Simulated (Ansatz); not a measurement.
A surface is cut from this relaxed crystal of Ga:

```
Ga
1.0
     1.40162   -4.03766    0.00000
     1.40162    4.03766    0.00000
     0.00000    0.00000    3.38267
Ga
2
Direct
  0.86597 0.13403 0.25000
  0.13403 0.86597 0.75000
```

Miller indices refer to the conventional cell of Cmcm (No. 63), a = 2.803 Å, b = 8.075 Å, c = 3.383 Å, α = 90.00°, β = 90.00°, γ = 90.00°.

Consider the (001) slab of 8 planes, 11.8 Å thick with 15 Å of vacuum as cut; outer planes Ga (top) and Ga (bottom), all atoms relaxed.

Method: DFT PBE, scalar-relativistic, plane waves, PAW (Ansatz 0.2.0). Settings: cutoff 420 eV, Γ-centred mesh 13×9×1 on the computed 8-atom cell, Gaussian smearing of 0.10 eV; no spin polarisation. The cell repeats along c with a dipole correction in the vacuum.

(1) Predict the surface energy (mean of both faces).

(2) Estimate the work function.

(3) The top two planes lie 1.691 Å apart in the bulk. How does relaxation change this?

## Answers

(1) 0.45 J/m².

(2) 3.88 eV.

(3) The spacing becomes 1.560 Å (-7.8 %).

The reference crystal is a form of Ga, which isn't its usual structure.